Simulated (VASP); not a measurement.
# BaS: single point with r2SCAN

**What was measured.**

A printed reference work, monograph, original work of 1988 reports, for a bulk crystal of BaS at 2 K: band gap 3.806 eV (indirect).

The system is BaS.

```
Ba S
1.0
     0.00000    3.21439    3.21439
     3.21439    0.00000    3.21439
     3.21439    3.21439    0.00000
Ba S
1 1
Direct
  0.00000 0.00000 0.00000
  0.50000 0.50000 0.50000
```

```yaml
Program: VASP 6.6.1
Task: single point
Functional: r2SCAN
Potentials_or_basis: VASP PAW PBE potentials, release 64 (Ba_sv, S)
Cutoff: 520 eV
k_mesh: 8 × 8 × 8
Occupations: gaussian, width 0.02 eV
Spin: no spin polarisation
Dipole_correction: no
Further_INCAR_settings: ALGO = Normal; EDIFF = 1e-06; NBANDS = 15
```

The pressure is 0.5 GPa and the band gap on the k mesh is 2.50 eV, indirect (least direct gap 2.64 eV).

Levels at points of the mesh, in eV from the valence-band top:
```tsv
k point	band 6	band 7	band 8	band 9	band 10	band 11
(0.00, 0.00, 0.00)	0.00	0.00	0.00	4.12	4.30	4.30
(0.50, 0.00, 0.00)	-1.87	-1.05	-1.05	5.97	6.08	6.78
(0.50, 0.50, 0.00)	-0.55	-0.15	-0.15	2.50	6.47	6.60
```

Wall time 94 s on 1 thread of Intel Xeon 6975P-C (shared host), peak memory 0.23 GiB.

Against the measured gap of BaS, 3.806 eV (indirect; 2 K; a printed reference work, monograph, original work of 1988), the calculated 2.50 eV is off by -1.31 eV. Spin-orbit coupling on Ba is left out. The value is that of r2SCAN on a finite k mesh, which can miss the band edges, without temperature or zero-point motion.

Caveat: the PAW data sets were made with another functional, which shifts forces and pressure a little; spin-orbit coupling is left out, which moves the levels of the heavy elements.
